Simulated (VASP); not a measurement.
# Sc (Fm-3m) in VASP: notebook, part 2 of 2

VASP 6.6.1. The steps go on from the part before.

**3. Single point, PBE**

Input file INCAR:

```
SYSTEM = Sc
ALGO = Normal
EDIFF = 1E-6
ENCUT = 520
GGA = PE
ISIF = 2
ISMEAR = -1
LASPH = .True.
LCHARG = .False.
LREAL = .False.
LWAVE = .False.
NBANDS = 12
NELM = 100
PREC = Accurate
SIGMA = 0.03
```

Input file KPOINTS:

```
k-points
0
Gamma
  15 15 15
  0 0 0
```

Input file POSCAR:

```
Sc
1.0
    0.0000000000      2.2705000000      2.2705000000
    2.2705000000      0.0000000000      2.2705000000
    2.2705000000      2.2705000000      0.0000000000
Sc
1
Direct
    0.0000000000      0.0000000000      0.0000000000
```

Potentials or basis: VASP PAW PBE potentials, release 64 (Sc_sv).

Command:

```
$ cat potpaw_PBE.64/Sc_sv/POTCAR > POTCAR
$ mpirun -np 1 vasp_std > vasp.out
```

OUTCAR:

```text
SYSTEM = Sc
   EDIFF = 1E-6
   ENCUT = 520
   GGA = PE
   ISIF = 2
   ISMEAR = -1
   LASPH = .True.
   LREAL = .False.
   NELM = 100
   PREC = Accurate

 ion  position               nearest neighbor table
   1  0.000  0.000  0.000-

  LATTYP: Found a face centered cubic cell.
 ALAT       =     4.5410000000

  Lattice vectors:

 A1 = (   0.0000000000,   2.2705000000,   2.2705000000)
 A2 = (   2.2705000000,   0.0000000000,   2.2705000000)
 A3 = (   2.2705000000,   2.2705000000,   0.0000000000)

Analysis of symmetry for initial positions (statically):
=====================================================================
 Subroutine PRICEL returns:
 Original cell was already a primitive cell.

 Routine SETGRP: Setting up the symmetry group for a
 face centered cubic supercell.

 Subroutine GETGRP returns: Found 48 space group operations
 (whereof 48 operations were pure point group operations)
 out of a pool of 48 trial point group operations.

The static configuration has the point symmetry O_h .

Analysis of symmetry for dynamics (positions and initial velocities):
=====================================================================
 Subroutine PRICEL returns:
 Original cell was already a primitive cell.

 Routine SETGRP: Setting up the symmetry group for a
 face centered cubic supercell.

 Subroutine GETGRP returns: Found 48 space group operations
 (whereof 48 operations were pure point group operations)
 out of a pool of 48 trial point group operations.

The dynamic configuration has the point symmetry O_h .

 Subroutine INISYM returns: Found 48 space group operations
 (whereof 48 operations are pure point group operations),
 and found     1 'primitive' translations

----------------------------------------------------------------------------------------

                                     Primitive cell

  volume of cell :      23.4096

  direct lattice vectors                    reciprocal lattice vectors
     0.000000000  2.270500000  2.270500000    -0.220215811  0.220215811  0.220215811
     2.270500000  0.000000000  2.270500000     0.220215811 -0.220215811  0.220215811
     2.270500000  2.270500000  0.000000000     0.220215811  0.220215811 -0.220215811

  length of vectors
     3.210971893  3.210971893  3.210971893     0.381424974  0.381424974  0.381424974

  position of ions in fractional coordinates (direct lattice)
     0.000000000  0.000000000  0.000000000

  ion indices of the primitive-cell ions
   primitive index   ion index
                 1           1

----------------------------------------------------------------------------------------

 KPOINTS: k-points

Automatic generation of k-mesh.
 Grid dimensions read from file:
 generate k-points for:   15   15   15

 Generating k-lattice:

  Cartesian coordinates                     Fractional coordinates (reciprocal lattice)
    -0.014681054  0.014681054  0.014681054     0.066666667  0.000000000  0.000000000
     0.014681054 -0.014681054  0.014681054     0.000000000  0.066666667  0.000000000
     0.014681054  0.014681054 -0.014681054     0.000000000  0.000000000  0.066666667

  Length of vectors
     0.025428332  0.025428332  0.025428332

  Shift w.r.t. Gamma in fractional coordinates (k-lattice)
     0.000000000  0.000000000  0.000000000

 Subroutine IBZKPT returns following result:
 ===========================================

 Found    120 irreducible k-points:

 Following reciprocal coordinates:
            Coordinates               Weight
  0.000000  0.000000  0.000000      1.000000
  0.066667  0.000000  0.000000      8.000000
  0.133333  0.000000  0.000000      8.000000
  0.200000  0.000000  0.000000      8.000000
  0.266667  0.000000  0.000000      8.000000
  0.333333  0.000000  0.000000      8.000000
[... 16 lines left out ...]
  0.133333  0.133333  0.000000      6.000000
  0.200000  0.133333  0.000000     24.000000
 [... further k-points ...]
   k-points           NKPTS =    120   k-points in BZ     NKDIM =    120   number of bands    NBANDS=     12
   number of dos      NEDOS =    301   number of ions     NIONS =      1
   total plane-waves  NPLWV =  13824
   dimension x,y,z NGX =    24 NGY =   24 NGZ =   24
   dimension x,y,z NGXF=    48 NGYF=   48 NGZF=   48
   ions per type =               1
   NGX,Y,Z   is equivalent  to a cutoff of  12.43, 12.43, 12.43 a.u.
   NGXF,Y,Z  is equivalent  to a cutoff of  24.85, 24.85, 24.85 a.u.
 SYSTEM =  Sc
   PREC   = accura    normal or accurate (medium, high low for compatibility)
   ISTART =      0    job   : 0-new  1-cont  2-samecut
   ICHARG =      2    charge: 1-file 2-atom 10-const
   ISPIN  =      1    spin polarized calculation?
   LNONCOLLINEAR =      F non collinear calculations
   LSORBIT =      F    spin-orbit coupling
   LASPH  =      T    aspherical Exc in radial PAW
   ENCUT  =  520.0 eV  38.22 Ry    6.18 a.u.   5.97  5.97  5.97*2*pi/ulx,y,z
   NELM   =    100;   NELMIN=  2; NELMDL= -5     # of ELM steps
   EDIFF  = 0.1E-05   stopping-criterion for ELM
   LREAL  =      F    real-space projection
   EDIFFG = 0.1E-04   stopping-criterion for IOM
   NSW    =      0    number of steps for IOM
   IBRION =     -1    ionic relax: 0-MD 1-quasi-New 2-CG
   NFREE  =      0    steps in history (QN), initial steepest desc. (CG)
   ISIF   =      2    stress and relaxation
   ISYM   =      2    0-nonsym 1-usesym 2-fastsym
   POTIM  = 0.5000    time-step for ionic-motion
   TEBEG  =    0.0;   TEEND  =   0.0 temperature during run
   PSTRESS=    0.0 pullay stress
   NELECT =      11.0000    total number of electrons
   NUPDOWN=      -1.0000    fix difference up-down
   EMIN   =  10.00;   EMAX   =-10.00  energy-range for DOS
   EFERMI =   0.00;   METHOD = LEGACY
   ISMEAR =    -1;   SIGMA  =   0.03  broadening in eV -4-tet -1-fermi 0-gaus
   EFERMI_NEDOS =   21; number of points for ismear=-14 and -15
   IALGO  =     38    algorithm
   IMIX   =      4    mixing-type and parameters
     AMIX     =   0.40;   BMIX     =  1.00
     AMIX_MAG =   1.60;   BMIX_MAG =  1.00
  volume/ion in A,a.u.               =      23.41       157.98
  Fermi-wavevector in a.u.,A,eV,Ry     =   1.272744  2.405136 22.039751  1.619876
  Thomas-Fermi vector in A             =   2.405605
   LORBIT       =      0    0 simple, 1 ext, 2 COOP (PROOUT), +10 PAW based schemes
   GGA     = PE    functional components
   LHFCALC =     F    Hartree Fock is set to
   AEXX    =    0.0000 exact exchange contribution
   IVDW    =     0    specifies the selected vdW correction
   LEPSILON=     F    determine dielectric tensor
   LRPA    =     F    only Hartree local field effects (RPA)
 non-spin polarized calculation
  energy-cutoff  :      520.00
  volume of cell :       23.41
 maximum number of plane-waves:       641
   NGX = 11   NGY = 11   NGZ = 11

 number of electron      10.9999998 magnetization

 Free energy of the ion-electron system (eV)
  ---------------------------------------------------
  ext. energy  EPLUGINS =         0.00000000
  ---------------------------------------------------
  free energy    TOTEN  =        -6.19201976 eV

  energy without entropy =       -6.18610618  energy(sigma->0) =       -6.18906297

 E-fermi :   4.0550     XC(G=0): -10.0820

 val. band max:        4.0454778327   @ k =   0.3333   0.2667   0.0000
 cond. band min:       4.0664501554   @ k =  -0.4667   0.1333   0.0000
 fundamental gap:      0.0209723227
 Fermi energy:         4.0549791720

 k-point     1 :       0.0000    0.0000    0.0000
  band No.  band energies     occupation
      1     -45.2429      2.00000
      2     -23.6284      2.00000
      3     -23.6284      2.00000
      4     -23.6284      2.00000
      5      -1.2358      2.00000
      6       5.7056      0.00000
      7       5.7056      0.00000
      8       5.7056      0.00000
      9       7.1810      0.00000
     10       7.1810      0.00000
     11      16.8374      0.00000
     12      20.4410      0.00000

 k-point     2 :       0.0667    0.0000    0.0000
  band No.  band energies     occupation
      1     -45.2397      2.00000
      2     -23.6495      2.00000
      3     -23.6311      2.00000
      4     -23.6311      2.00000
      5      -1.1175      2.00000
      6       5.6153      0.00000
      7       5.7504      0.00000
      8       5.7504      0.00000
      9       7.1485      0.00000
     10       7.1485      0.00000
     11      16.9560      0.00000
     12      19.4881      0.00000
[... 316 lines left out ...]
 k-point    24 :       0.2000    0.1333    0.0000
  band No.  band energies     occupation
      1     -45.2168      2.00000
      2     -23.7625      2.00000
      3     -23.6702      2.00000
      4     -23.6665      2.00000
      5      -0.2233      2.00000
      6       4.9643      0.00000
      7       6.0661      0.00000
      8       6.1264      0.00000
      9       6.5507      0.00000
     10       7.4011      0.00000
     11      17.2417      0.00000
     12      17.8479      0.00000

 [... further k-points ...]
[... 5 lines left out ...]
  --------------------------------------------------------------------------------------
  -------------------------------------------------------------------------------------
  Total        0.4186068      0.4186068      0.4186068      0.0000000      0.0000000     -0.0000000
  in kB       28.6498527     28.6498527     28.6498527      0.0000000      0.0000000     -0.0000000
  external PRESSURE =      28.6498527 kB  Pullay stress =       0.0000000 kB

 VOLUME and BASIS-vectors are now :
 -----------------------------------------------------------------------------
  energy-cutoff  :      520.00
  volume of cell :       23.41
      direct lattice vectors                 reciprocal lattice vectors
     0.000000000  2.270500000  2.270500000    -0.220215811  0.220215811  0.220215811
     2.270500000  0.000000000  2.270500000     0.220215811 -0.220215811  0.220215811
     2.270500000  2.270500000  0.000000000     0.220215811  0.220215811 -0.220215811

 POSITION                                       TOTAL-FORCE (eV/Angst)
 -----------------------------------------------------------------------------------
      0.00000      0.00000      0.00000         0.000000     -0.000000      0.000000
 -----------------------------------------------------------------------------------
    total drift:                                0.000000      0.000000     -0.000000

  FREE ENERGIE OF THE ION-ELECTRON SYSTEM (eV)
  ---------------------------------------------------
  free  energy   TOTEN  =        -6.1920197608 eV

  energy  without entropy=       -6.1861061814  energy(sigma->0) =       -6.18906297
```

OSZICAR:

```text
N       E                     dE             d eps       ncg     rms          rms(c)
DAV:   1     0.726589199572E+02    0.72659E+02   -0.50763E+03  2896   0.897E+02
DAV:   2    -0.544101882329E+01   -0.78100E+02   -0.76565E+02  2884   0.284E+02
DAV:   3    -0.681394702124E+01   -0.13729E+01   -0.13430E+01  3824   0.494E+01
DAV:   4    -0.683563319808E+01   -0.21686E-01   -0.21658E-01  3616   0.487E+00
DAV:   5    -0.683603020340E+01   -0.39701E-03   -0.39698E-03  3876   0.659E-01    0.557E+00
DAV:   6    -0.626749735668E+01    0.56853E+00   -0.85780E-01  4320   0.134E+01    0.166E+00
DAV:   7    -0.619635030490E+01    0.71147E-01   -0.16525E-01  4544   0.564E+00    0.546E-01
DAV:   8    -0.619252951691E+01    0.38208E-02   -0.12993E-02  3528   0.163E+00    0.167E-01
DAV:   9    -0.619203134299E+01    0.49817E-03   -0.20290E-03  4312   0.663E-01    0.324E-02
DAV:  10    -0.619202095548E+01    0.10388E-04   -0.75328E-05  4464   0.111E-01    0.726E-03
DAV:  11    -0.619201951625E+01    0.14392E-05   -0.31909E-06  4456   0.270E-02    0.916E-04
DAV:  12    -0.619201976084E+01   -0.24459E-06   -0.33956E-08  1644   0.266E-03
   1 F= -.61920198E+01 E0= -.61890630E+01  d E =-.591358E-02
```

stdout:

```text
POSCAR found type information on POSCAR Sc
 POSCAR found :  1 types and       1 ions
 scaLAPACK will be used
 LDA part: xc-table for (Slater+PW92), standard interpolation
 POSCAR, INCAR and KPOINTS ok, starting setup
 FFT: planning ... GRIDC
 FFT: planning ... GRID_SOFT
 FFT: planning ... GRID
 WAVECAR not read
 entering main loop
```

It took 9.2 s on 1 thread of Intel Xeon 6975P-C (Granite Rapids), shared host; peak memory 0.15 GiB.

Results:

* Free energy: -6.1920 eV
* Pressure: 2.9 GPa
* Band gap on the k mesh: none (metal or under the smearing width)
